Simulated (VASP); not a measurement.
Input of a VASP 6.6.1 run:

INCAR

```
SYSTEM = Li2S
ALGO = Normal
EDIFF = 1E-6
ENCUT = 520
GGA = PE
ISIF = 2
ISMEAR = 0
LASPH = .True.
LCHARG = .False.
LREAL = .False.
LWAVE = .False.
NBANDS = 13
NELM = 100
PREC = Accurate
SIGMA = 0.1
```

File KPOINTS:

```
k-points
0
Gamma
  6 6 6
  0 0 0
```

File POSCAR:

```
Li2S
1.0
    0.0000000000      2.8445000000      2.8445000000
    2.8445000000      0.0000000000      2.8445000000
    2.8445000000      2.8445000000      0.0000000000
Li S
2 1
Direct
    0.2500000000      0.2500000000      0.2500000000
    0.7500000000      0.7500000000      0.7500000000
    0.0000000000      0.0000000000      0.0000000000
```

Potentials or basis: VASP PAW PBE potentials, release 64 (Li_sv, S).

Run with:

```console
$ cat potpaw_PBE.64/Li_sv/POTCAR potpaw_PBE.64/S/POTCAR > POTCAR
$ mpirun -np 1 vasp_std > vasp.out
```

Estimate the band gap on the k mesh.

3.39 eV, indirect (least direct gap 4.30 eV).

 A k mesh can miss the band edges.
